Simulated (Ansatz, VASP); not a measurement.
One calculation of NaCl, two programs

```xyz
2
Lattice="3.5022 0.0000 0.0000 0.0000 3.5022 0.0000 0.0000 0.0000 3.5022" Properties=species:S:1:pos:R:3 pbc="T T T"
Cl    1.7511    1.7511    1.7511
Na    0.0000    0.0000    0.0000
```

Measurements of this composition are mostly on another form, of space group No. 225.

Alike in both runs: task single point; functional PBE; k mesh 8 × 8 × 8; occupations gaussian, width 0.029 eV; no spin polarisation.

```csv
,VASP,Ansatz
version,VASP 6.6.1,Ansatz 0.2.0
potentials or method,"VASP PAW PBE potentials, release 64 (Cl, Na_pv)",Ansatz PAW
plane-wave cutoff (eV),520,420
valence electrons in the cell,14,16
```

```csv
,VASP,Ansatz,Ansatz less VASP
gap on the k mesh at the Fermi level (eV),3.98,3.98,0.000
least direct gap on the mesh (eV),4.47,4.47,0.000
pressure (GPa),0.1,0.1,+0.05
```

With one functional, cell and mesh, what is left measures potentials, basis and numerics. The two sets of potentials don't hold the same shells in valence.

A k mesh can miss the band edges. As with any semilocal functional, this PBE gap is likely too small.
